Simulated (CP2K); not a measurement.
Runs of CP2K 2026.2 on Pd. It takes space group Fm-3m (No. 225, cubic). Conventional cell: a = 3.893 Å, b = 3.893 Å, c = 3.893 Å, α = 90.00°, β = 90.00°, γ = 90.00°. Pd (site symmetry m-3m) has 12 Pd at 2.75 Å as nearest neighbours. 

```csv
task,level,potentials or basis,smearing,EPS_DEFAULT,NGRIDS,potentials,points a segment of the path (NPOINTS),bands added on the path,gap on the mesh (eV),pressure (GPa)
single point,PBE,POTENTIAL_UZH Pd GTH-PBE-q18; TZVP-MOLOPT-PBE-GTH basis,gaussian 0.1 eV,1.0E-10,5,Pd GTH-PBE-q18 of POTENTIAL_UZH,-,-,none,8.9
band structure,PBE,POTENTIAL_UZH Pd GTH-PBE-q18; TZVP-MOLOPT-PBE-GTH basis,fermi-dirac 0.0259 eV,1.0E-10,4,Pd GTH-PBE-q18 of POTENTIAL_UZH,6,6,none,8.8
band structure,LDA,GTH_POTENTIALS Pd GTH-PADE-q18; TZVP-MOLOPT-PBE-GTH basis,fermi-dirac 0.05 eV,1.0E-9,4,Pd GTH-PADE-q18 of GTH_POTENTIALS,10,4,none,-12.5
band structure,PBEsol,POTENTIAL_UZH Pd GTH-PBE-q18; TZVP-MOLOPT-PBE-GTH basis,fermi-dirac 0.0259 eV,1.0E-9,5,Pd GTH-PBE-q18 of POTENTIAL_UZH,8,6,none,(a)
```

Alike in all rows: no spin polarisation; cell as given; k mesh 12 × 12 × 12.

Question: Fill in the values left out.

Answer: (a) -1.1.

Caveats: the basis of atomic orbitals isn't converged, which shifts pressures, moduli and gaps; the potentials were made for another functional, which shifts forces and pressure (some runs).

A k mesh can miss the band edges, and the runs leave out spin-orbit coupling on Pd.

A gap of «none» marks a metal or a gap under the smearing width.

Not every run made on this cell is shown here.
